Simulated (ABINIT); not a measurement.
The system is TiO.

```
CELL_PARAMETERS angstrom
0.00000 2.46929 2.46929
2.46929 0.00000 2.46929
2.46929 2.46929 0.00000
ATOMIC_POSITIONS crystal
Ti 0.00000 0.00000 0.00000
O 0.25000 0.25000 0.25000
```

The cell comes from a database or a generator and needn't be the stable form of this composition.

Base run:

| Quantity | Value |
| --- | --- |
| Program | ABINIT 10.8.3 (patched build) |
| Functional | LDA |
| Potentials or basis | PseudoDojo NC SR LDA v0.4 stringent |
| Cutoff | 1143 eV |
| k mesh | 7 × 7 × 7 |
| Occupations | fermi-dirac, width 0.05 eV |
| Spin | no spin polarisation |

Its results: band gap on the k mesh none (metal or under the smearing width); pressure -29.9 GPa.

The run is repeated on the same cell with these changes: functional from LDA to PBEsol; potentials or basis from PseudoDojo NC SR LDA v0.4 stringent to PseudoDojo NC SR PBEsol v0.4 stringent. What comes out?

Band gap on the k mesh none (metal or under the smearing width); pressure -26.2 GPa.

Caveats: semilocal functionals often make such compounds metallic where correlation or magnetic order opens a gap, which also shifts bond lengths; a pressure of tens of GPa on the cell as given is suspect, and the run, the potentials or the cell itself is likely at fault (some runs); so large a pressure means that the cell lies far from this level's equilibrium, or that cutoff or potentials fall short (some runs).
